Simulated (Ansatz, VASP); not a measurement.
**Two plane-wave programs on C**

The input INCAR:

```
SYSTEM = C
PREC     = Accurate       ! precision mode
ENCUT    = 520            ! plane-wave cutoff, eV
EDIFF    = 1E-6           ! SCF threshold, eV
ISMEAR   = 0              ! smearing method
SIGMA    = 0.05           ! smearing width, eV
LREAL    = .FALSE.        ! projectors in reciprocal space
LASPH    = .TRUE.         ! aspherical terms in the spheres
NELM     = 80             ! most SCF steps
ALGO     = Normal         ! electronic algorithm
ISIF     = 2              ! what is computed and relaxed
LWAVE    = .FALSE.        ! write WAVECAR
LCHARG   = .FALSE.        ! write CHGCAR
GGA      = PE             ! functional
IVDW     = 12             ! dispersion correction
NBANDS   = 11             ! bands
```

KPOINTS

```
Automatic mesh
0
G
  15 15 15
  0 0 0
```

Contents of POSCAR:

```
C
1.0
    1.2530633577      0.7234564669      3.4170642636
   -1.2530633577      0.7234564669      3.4170642636
    0.0000000000     -1.4469129338      3.4170642636
C
2
Direct
    0.1703644086      0.1703644086      0.1703644086
    0.8296355914      0.8296355914      0.8296355914
```

Input for Ansatz:

```yaml
crystal:
  lattice:
    - [1.2530633577, 0.7234564669, 3.4170642636]
    - [-1.2530633577, 0.7234564669, 3.4170642636]
    - [0.0, -1.4469129338, 3.4170642636]
  atoms:
    - { symbol: C, position: [0.1703644086, 0.1703644086, 0.1703644086] }
    - { symbol: C, position: [0.8296355914, 0.8296355914, 0.8296355914] }
basis:
  ecutwfc: 520.0
kpoints:
  mp_grid: { grid: [15, 15, 15] }
hamiltonian:
  xc: pbe
  pseudopotentials: { kind: paw, azcp: { folder: soft_1 } }
  dispersion: d3bj
scf:
  occupations: { method: gaussian, width: 0.05 }
output:
  forces: true
  stress: true
  eigenvalues: true
```

Change from the starting cell: mode 4 frozen in at +0.038 Å, equal normal strain along x, y and z +0.0167.

Alike in both runs: task single point; functional PBE; dispersion D3(BJ); k mesh 15 × 15 × 15; occupations gaussian, width 0.05 eV; no spin polarisation.

```csv
,VASP,Ansatz
version,VASP 6.6.1,Ansatz 0.2.0
potentials or method,"VASP PAW PBE potentials, release 64 (C)","scalar-relativistic, plane waves, PAW"
plane-wave cutoff (eV),520,520
valence electrons in the cell,8,8
```

VASP gave:

```
gap on the k mesh at the Fermi level (eV)       : 0.50
least direct gap on the mesh (eV)               : 0.50
pressure (GPa)                                  : -13.0
largest component of the traceless stress (GPa) : 11.80
rms of the force components (eV/Å)              : 0.737
```

Q: Which values does Ansatz return?

A: gap on the k mesh at the Fermi level (eV): 0.50; least direct gap on the mesh (eV): 0.50; pressure (GPa): -13.4; largest component of the traceless stress (GPa): 12.29; rms of the force components (eV/Å): 0.739.

Atom by atom the forces differ by 0.003 eV/Å (rms over components).

Caveats: an odd mesh through Γ misses points on the zone boundary, where band edges often lie; forces of over 1 eV/Å show positions far from the minimum, so gaps and moduli don't describe the material at rest.
